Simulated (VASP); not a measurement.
# Al (Fm-3m) in VASP: notebook

One crystal, Al, is run at these levels: PBE; tasks: single point.

All numbers are computed with VASP 6.6.1; they aren't measurements. Logs are shortened: lines on timing, memory, paths and dates and some standing lists are left out, and cuts for length are marked.

## (1) The crystal as given

It takes space group Fm-3m (No. 225, cubic). Conventional cell: a = 4.050 Å, b = 4.050 Å, c = 4.050 Å, α = 90.00°, β = 90.00°, γ = 90.00°. Al (site symmetry m-3m) is surrounded by 12 Al at 2.86 Å.

## (2) Single point, PBE

INCAR

```
SYSTEM = Al
PREC = Accurate
ENCUT = 300
EDIFF = 1E-7
ISMEAR = -1
SIGMA = 0.15
LREAL = .False.
LASPH = .True.
NELM = 100
ALGO = Normal
ISIF = 2
LWAVE = .False.
LCHARG = .False.
GGA = PE
NBANDS = 8
ADDGRID = .False.
```

KPOINTS

```
regular mesh
0
Gamma
  12 12 12
  0 0 0
```

POSCAR

```
Al
1.0
   -0.0142710000      2.0302060000      1.9470980000
    2.0319350000     -0.0386130000      1.9714400000
    2.0296090000      2.0522230000     -0.0362870000
Al
1
Direct
    0.0259050000     -0.0062880000     -0.0081470000
```

Potentials or basis: VASP PAW PBE potentials, release 64 (Al).

Command:

```bash
$ cat potpaw_PBE.64/Al/POTCAR > POTCAR
$ mpirun -np 1 vasp_std > vasp.out
```

OUTCAR:

```text
SYSTEM = Al
   PREC = Accurate
   ENCUT = 300
   EDIFF = 1E-7
   ISMEAR = -1
   LREAL = .False.
   LASPH = .True.
   NELM = 100
   ISIF = 2
   GGA = PE

 Found    868 irreducible k-points:

 Following reciprocal coordinates:
            Coordinates               Weight
  0.000000  0.000000  0.000000      1.000000
  0.083333 -0.000000  0.000000      2.000000
  0.166667  0.000000 -0.000000      2.000000
  0.250000  0.000000 -0.000000      2.000000
  0.333333  0.000000 -0.000000      2.000000
  0.416667  0.000000 -0.000000      2.000000
   k-points           NKPTS =    868   k-points in BZ     NKDIM =    868   number of bands    NBANDS=      8
   number of dos      NEDOS =    301   number of ions     NIONS =      1
   total plane-waves  NPLWV =   4096
   dimension x,y,z NGX =    16 NGY =   16 NGZ =   16
   dimension x,y,z NGXF=    32 NGYF=   32 NGZF=   32
   ions per type =               1
   NGX,Y,Z   is equivalent  to a cutoff of   9.46,  9.39,  9.21 a.u.
   NGXF,Y,Z  is equivalent  to a cutoff of  18.91, 18.79, 18.43 a.u.
 SYSTEM =  Al
   PREC   = accura    normal or accurate (medium, high low for compatibility)
   ISTART =      0    job   : 0-new  1-cont  2-samecut
   ICHARG =      2    charge: 1-file 2-atom 10-const
   ISPIN  =      1    spin polarized calculation?
   LNONCOLLINEAR =      F non collinear calculations
   LSORBIT =      F    spin-orbit coupling
   LASPH  =      T    aspherical Exc in radial PAW
   ENCUT  =  300.0 eV  22.05 Ry    4.70 a.u.   3.97  4.00  4.08*2*pi/ulx,y,z
   NELM   =    100;   NELMIN=  2; NELMDL= -5     # of ELM steps
   EDIFF  = 0.1E-06   stopping-criterion for ELM
   LREAL  =      F    real-space projection
   EDIFFG = 0.1E-05   stopping-criterion for IOM
   NSW    =      0    number of steps for IOM
   IBRION =     -1    ionic relax: 0-MD 1-quasi-New 2-CG
   NFREE  =      0    steps in history (QN), initial steepest desc. (CG)
   ISIF   =      2    stress and relaxation
   ISYM   =      2    0-nonsym 1-usesym 2-fastsym
   POTIM  = 0.5000    time-step for ionic-motion
   TEBEG  =    0.0;   TEEND  =   0.0 temperature during run
   PSTRESS=    0.0 pullay stress
   NELECT =       3.0000    total number of electrons
   NUPDOWN=      -1.0000    fix difference up-down
   EMIN   =  10.00;   EMAX   =-10.00  energy-range for DOS
   EFERMI =   0.00;   METHOD = LEGACY
   ISMEAR =    -1;   SIGMA  =   0.15  broadening in eV -4-tet -1-fermi 0-gaus
   EFERMI_NEDOS =   21; number of points for ismear=-14 and -15
   IALGO  =     38    algorithm
   IMIX   =      4    mixing-type and parameters
     AMIX     =   0.40;   BMIX     =  1.00
     AMIX_MAG =   1.60;   BMIX_MAG =  1.00
  volume/ion in A,a.u.               =      16.60       112.04
  Fermi-wavevector in a.u.,A,eV,Ry     =   0.925526  1.748991 11.654732  0.856599
  Thomas-Fermi vector in A             =   2.051390
   LORBIT       =      0    0 simple, 1 ext, 2 COOP (PROOUT), +10 PAW based schemes
   GGA     = PE    functional components
   LHFCALC =     F    Hartree Fock is set to
   AEXX    =    0.0000 exact exchange contribution
   IVDW    =     0    specifies the selected vdW correction
   LEPSILON=     F    determine dielectric tensor
   LRPA    =     F    only Hartree local field effects (RPA)
 non-spin polarized calculation
  energy-cutoff  :      300.00
  volume of cell :       16.60
 maximum number of plane-waves:       205
   NGX =  7   NGY =  7   NGZ =  9

 number of electron       3.0000000 magnetization

 Free energy of the ion-electron system (eV)
  ---------------------------------------------------
  ext. energy  EPLUGINS =         0.00000000
  ---------------------------------------------------
  free energy    TOTEN  =        -3.75853245 eV

  energy without entropy =       -3.73206896  energy(sigma->0) =       -3.74530070

 E-fermi :   7.8964     XC(G=0): -10.1733

 val. band max:        7.8916547670   @ k =  -0.2500   0.1667   0.2500
 cond. band min:       7.8969840876   @ k =  -0.3333   0.0833  -0.0000
 fundamental gap:      0.0053293206
 Fermi energy:         7.8963636970

 k-point     1 :       0.0000    0.0000    0.0000
  band No.  band energies     occupation
      1      -3.1553      2.00000
      2      20.0894      0.00000
      3      20.4700      0.00000
      4      21.1763      0.00000
      5      21.4494      0.00000
      6      21.8595      0.00000
      7      22.4984      0.00000
      8      24.5377      0.00000

 k-point     2 :       0.0833   -0.0000    0.0000
  band No.  band energies     occupation
      1      -2.9651      2.00000
      2      18.1110      0.00000
      3      19.5339      0.00000
      4      20.2148      0.00000
      5      22.3301      0.00000
      6      22.5210      0.00000
      7      23.3476      0.00000
      8      25.6589      0.00000

 k-point     3 :       0.1667    0.0000   -0.0000
  band No.  band energies     occupation
      1      -2.3962      2.00000
      2      14.7498      0.00000
      3      18.8081      0.00000
      4      19.4837      0.00000
      5      22.4263      0.00000
      6      23.3836      0.00000
      7      23.9976      0.00000
      8      24.9915      0.00000

 k-point     4 :       0.2500    0.0000   -0.0000
  band No.  band energies     occupation
      1      -1.4530      2.00000
      2      11.5264      0.00000
      3      18.3407      0.00000
      4      19.0457      0.00000
      5      21.9812      0.00000
      6      22.2233      0.00000
      7      23.0739      0.00000
      8      26.2053      0.00000

 k-point     5 :       0.3333    0.0000   -0.0000
  band No.  band energies     occupation
      1      -0.1428      2.00000
      2       8.5630      0.02323
      3      18.1684      0.00000
      4      18.9261      0.00000
      5      20.6299      0.00000
      6      21.6597      0.00000
      7      22.1877      0.00000
      8      25.2843      0.00000

 k-point     6 :       0.4167    0.0000   -0.0000
  band No.  band energies     occupation
      1       1.5240      2.00000
      2       5.8971      2.00000
      3      18.3016      0.00000
      4      19.1117      0.00000
      5      19.5659      0.00000
      6      20.5123      0.00000
      7      22.4693      0.00000
      8      24.0404      0.00000

 [... further k-points ...]

------------------------ aborting loop because EDIFF is reached ----------------------------------------

  FORCE on cell =-STRESS in cart. coord.  units (eV):
  Direction    XX          YY          ZZ          XY          YZ          ZX
  --------------------------------------------------------------------------------------
  -------------------------------------------------------------------------------------
  Total       -0.0434360     -0.1772280      0.1069933      0.0395926      0.1422362      0.0207541
  in kB       -4.1916048    -17.1026388     10.3249416      3.8207199     13.7259101      2.0027919
  external PRESSURE =      -3.6564340 kB  Pullay stress =       0.0000000 kB

 VOLUME and BASIS-vectors are now :
 -----------------------------------------------------------------------------
  energy-cutoff  :      300.00
  volume of cell :       16.60
      direct lattice vectors                 reciprocal lattice vectors
    -0.014271000  2.030206000  1.947098000    -0.243600396  0.245440565  0.255882689
     2.031935000 -0.038613000  1.971440000     0.245113160 -0.237992671  0.249947439
     2.029609000  2.052223000 -0.036287000     0.245598817  0.239991210 -0.248434673

 POSITION                                       TOTAL-FORCE (eV/Angst)
 -----------------------------------------------------------------------------------
      4.03186      2.04973      1.97349         0.000000      0.000000      0.000000
 -----------------------------------------------------------------------------------
    total drift:                                0.000006      0.000004      0.000006

  FREE ENERGIE OF THE ION-ELECTRON SYSTEM (eV)
  ---------------------------------------------------
  free  energy   TOTEN  =        -3.7585324457 eV

  energy  without entropy=       -3.7320689621  energy(sigma->0) =       -3.74530070
```

OSZICAR:

```text
N       E                     dE             d eps       ncg     rms          rms(c)
DAV:   1    -0.313085396055E+01   -0.31309E+01   -0.62090E+02 16400   0.117E+02
DAV:   2    -0.377863121457E+01   -0.64778E+00   -0.61908E+00 20136   0.130E+01
DAV:   3    -0.378067955023E+01   -0.20483E-02   -0.20477E-02 16664   0.707E-01
DAV:   4    -0.378068291875E+01   -0.33685E-05   -0.33690E-05 22096   0.250E-02
DAV:   5    -0.378068292455E+01   -0.58060E-08   -0.49813E-08 17040   0.516E-04    0.135E+00
DAV:   6    -0.376794774946E+01    0.12735E-01   -0.15833E-03 17792   0.171E-01    0.780E-01
DAV:   7    -0.375854003383E+01    0.94077E-02   -0.48484E-03 17936   0.283E-01    0.155E-01
DAV:   8    -0.375853458364E+01    0.54502E-05   -0.12636E-05 19448   0.233E-02    0.129E-02
DAV:   9    -0.375853277062E+01    0.18130E-05   -0.91263E-07 19920   0.391E-03    0.627E-04
DAV:  10    -0.375853248332E+01    0.28730E-06   -0.39286E-09 16472   0.376E-04    0.312E-04
DAV:  11    -0.375853244568E+01    0.37638E-07   -0.14692E-10  9120   0.681E-05
   1 F= -.37585324E+01 E0= -.37453007E+01  d E =-.264635E-01
```

Wall time 13 s (1 thread of Intel Xeon 6975P-C (Granite Rapids), shared host); peak memory 0.14 GiB.

The run converged, but some of its settings lie outside the range that counts as converged, so its numbers aren't taken as properties of the crystal.

What came out:

| Item | Value |
| --- | --- |
| Free energy | -3.7585 eV |
| Pressure | -0.4 GPa |
| Band gap on the k mesh | none (metal or under the smearing width) |

## (3) Single point, PBE

INCAR, as its differences from that of step 2:

```diff
@@ -2,3 +2,3 @@
 PREC = Accurate
-ENCUT = 300
+ENCUT = 500
 EDIFF = 1E-7
```

KPOINTS

```
regular mesh
0
Gamma
  10 10 10
  0 0 0
```

POSCAR

```
Al
1.0
    0.0000000000      2.0248050000      2.0248050000
    2.0248050000      0.0000000000      2.0248050000
    2.0248050000      2.0248050000      0.0000000000
Al
1
Direct
    0.0000000000      0.0000000000      0.0000000000
```

Potentials or basis: VASP PAW PBE potentials, release 64 (Al).

Command:

```bash
$ cat potpaw_PBE.64/Al/POTCAR > POTCAR
$ mpirun -np 1 vasp_std > vasp.out
```

OUTCAR:

```text
SYSTEM = Al
   PREC = Accurate
   ENCUT = 500
   EDIFF = 1E-7
   ISMEAR = -1
   LREAL = .False.
   LASPH = .True.
   NELM = 100
   ISIF = 2
   GGA = PE

 Found     47 irreducible k-points:

 Following reciprocal coordinates:
            Coordinates               Weight
  0.000000  0.000000  0.000000      1.000000
  0.100000  0.000000  0.000000      8.000000
  0.200000  0.000000  0.000000      8.000000
  0.300000  0.000000  0.000000      8.000000
  0.400000  0.000000  0.000000      8.000000
  0.500000  0.000000  0.000000      4.000000
   k-points           NKPTS =     47   k-points in BZ     NKDIM =     47   number of bands    NBANDS=      8
   number of dos      NEDOS =    301   number of ions     NIONS =      1
   total plane-waves  NPLWV =  13824
   dimension x,y,z NGX =    24 NGY =   24 NGZ =   24
   dimension x,y,z NGXF=    48 NGYF=   48 NGZF=   48
   ions per type =               1
   NGX,Y,Z   is equivalent  to a cutoff of  13.93, 13.93, 13.93 a.u.
   NGXF,Y,Z  is equivalent  to a cutoff of  27.87, 27.87, 27.87 a.u.
 SYSTEM =  Al
   PREC   = accura    normal or accurate (medium, high low for compatibility)
   ISTART =      0    job   : 0-new  1-cont  2-samecut
   ICHARG =      2    charge: 1-file 2-atom 10-const
   ISPIN  =      1    spin polarized calculation?
   LNONCOLLINEAR =      F non collinear calculations
   LSORBIT =      F    spin-orbit coupling
   LASPH  =      T    aspherical Exc in radial PAW
   ENCUT  =  500.0 eV  36.75 Ry    6.06 a.u.   5.22  5.22  5.22*2*pi/ulx,y,z
   NELM   =    100;   NELMIN=  2; NELMDL= -5     # of ELM steps
   EDIFF  = 0.1E-06   stopping-criterion for ELM
   LREAL  =      F    real-space projection
   EDIFFG = 0.1E-05   stopping-criterion for IOM
   NSW    =      0    number of steps for IOM
   IBRION =     -1    ionic relax: 0-MD 1-quasi-New 2-CG
   NFREE  =      0    steps in history (QN), initial steepest desc. (CG)
   ISIF   =      2    stress and relaxation
   ISYM   =      2    0-nonsym 1-usesym 2-fastsym
   POTIM  = 0.5000    time-step for ionic-motion
   TEBEG  =    0.0;   TEEND  =   0.0 temperature during run
   PSTRESS=    0.0 pullay stress
   NELECT =       3.0000    total number of electrons
   NUPDOWN=      -1.0000    fix difference up-down
   EMIN   =  10.00;   EMAX   =-10.00  energy-range for DOS
   EFERMI =   0.00;   METHOD = LEGACY
   ISMEAR =    -1;   SIGMA  =   0.15  broadening in eV -4-tet -1-fermi 0-gaus
   EFERMI_NEDOS =   21; number of points for ismear=-14 and -15
   IALGO  =     38    algorithm
   IMIX   =      4    mixing-type and parameters
     AMIX     =   0.40;   BMIX     =  1.00
     AMIX_MAG =   1.60;   BMIX_MAG =  1.00
  volume/ion in A,a.u.               =      16.60       112.04
  Fermi-wavevector in a.u.,A,eV,Ry     =   0.925526  1.748991 11.654733  0.856599
  Thomas-Fermi vector in A             =   2.051390
   LORBIT       =      0    0 simple, 1 ext, 2 COOP (PROOUT), +10 PAW based schemes
   GGA     = PE    functional components
   LHFCALC =     F    Hartree Fock is set to
   AEXX    =    0.0000 exact exchange contribution
   IVDW    =     0    specifies the selected vdW correction
   LEPSILON=     F    determine dielectric tensor
   LRPA    =     F    only Hartree local field effects (RPA)
 non-spin polarized calculation
  energy-cutoff  :      500.00
  volume of cell :       16.60
 maximum number of plane-waves:       444
 NGX is ok and might be reduce to    24
   NGX = 11   NGY = 11   NGZ = 11

 number of electron       3.0000000 magnetization

 Free energy of the ion-electron system (eV)
  ---------------------------------------------------
  ext. energy  EPLUGINS =         0.00000000
  ---------------------------------------------------
  free energy    TOTEN  =        -3.74955835 eV

  energy without entropy =       -3.71009054  energy(sigma->0) =       -3.72982444

 E-fermi :   8.0342     XC(G=0): -10.1748

 val. band max:        8.0137546886   @ k =  -0.4000   0.4000   0.0000
 cond. band min:       8.0634074871   @ k =  -0.4000   0.4000   0.1000
 fundamental gap:      0.0496527984
 Fermi energy:         8.0341513818

 k-point     1 :       0.0000    0.0000    0.0000
  band No.  band energies     occupation
      1      -3.1568      2.00000
      2      20.5196      0.00000
      3      20.5196      0.00000
      4      20.5196      0.00000
      5      21.9642      0.00000
      6      21.9642      0.00000
      7      21.9642      0.00000
      8      24.3550      0.00000

 k-point     2 :       0.1000    0.0000    0.0000
  band No.  band energies     occupation
      1      -2.8862      2.00000
      2      17.2313      0.00000
      3      19.7868      0.00000
      4      19.7868      0.00000
      5      22.6359      0.00000
      6      23.1007      0.00000
      7      23.1007      0.00000
      8      26.0030      0.00000

 k-point     3 :       0.2000    0.0000    0.0000
  band No.  band energies     occupation
      1      -2.0775      2.00000
      2      13.2489      0.00000
      3      19.0276      0.00000
      4      19.0276      0.00000
      5      22.3540      0.00000
      6      23.5137      0.00000
      7      23.5137      0.00000
      8      25.5992      0.00000

 k-point     4 :       0.3000    0.0000    0.0000
  band No.  band energies     occupation
      1      -0.7398      2.00000
      2       9.5675      0.00007
      3      18.6767      0.00000
      4      18.6767      0.00000
      5      21.7708      0.00000
      6      21.7708      0.00000
      7      22.1855      0.00000
      8      25.7484      0.00000

 k-point     5 :       0.4000    0.0000    0.0000
  band No.  band energies     occupation
      1       1.1125      2.00000
      2       6.2932      1.99998
      3      18.7714      0.00000
      4      18.7714      0.00000
      5      20.3285      0.00000
      6      20.3285      0.00000
      7      22.4002      0.00000
      8      24.2158      0.00000

 k-point     6 :       0.5000    0.0000    0.0000
  band No.  band energies     occupation
      1       3.3669      2.00000
      2       3.5630      2.00000
      3      19.2778      0.00000
      4      19.2778      0.00000
      5      19.3675      0.00000
      6      19.3675      0.00000
      7      23.0227      0.00000
      8      23.1343      0.00000

 [... further k-points ...]

------------------------ aborting loop because EDIFF is reached ----------------------------------------

  FORCE on cell =-STRESS in cart. coord.  units (eV):
  Direction    XX          YY          ZZ          XY          YZ          ZX
  --------------------------------------------------------------------------------------
  -------------------------------------------------------------------------------------
  Total       -0.0418459     -0.0418459     -0.0418459     -0.0000000      0.0000000      0.0000000
  in kB       -4.0381618     -4.0381618     -4.0381618     -0.0000000      0.0000000      0.0000000
  external PRESSURE =      -4.0381618 kB  Pullay stress =       0.0000000 kB

 VOLUME and BASIS-vectors are now :
 -----------------------------------------------------------------------------
  energy-cutoff  :      500.00
  volume of cell :       16.60
      direct lattice vectors                 reciprocal lattice vectors
     0.000000000  2.024805000  2.024805000    -0.246937359  0.246937359  0.246937359
     2.024805000  0.000000000  2.024805000     0.246937359 -0.246937359  0.246937359
     2.024805000  2.024805000  0.000000000     0.246937359  0.246937359 -0.246937359

 POSITION                                       TOTAL-FORCE (eV/Angst)
 -----------------------------------------------------------------------------------
      0.00000      0.00000      0.00000         0.000000      0.000000      0.000000
 -----------------------------------------------------------------------------------
    total drift:                                0.000000     -0.000000     -0.000000

  FREE ENERGIE OF THE ION-ELECTRON SYSTEM (eV)
  ---------------------------------------------------
  free  energy   TOTEN  =        -3.7495583461 eV

  energy  without entropy=       -3.7100905393  energy(sigma->0) =       -3.72982444
```

Run time: 3.2 s. Hardware: 1 thread of Intel Xeon 6975P-C (Granite Rapids), shared host; peak memory 0.12 GiB.

The run converged, but some of its settings lie outside the range that counts as converged, so its numbers aren't taken as properties of the crystal.

Results:

* Free energy: -3.7496 eV
* Pressure: -0.4 GPa
* Band gap on the k mesh: none (metal or under the smearing width)

(Part 1 of 2 ends here.)
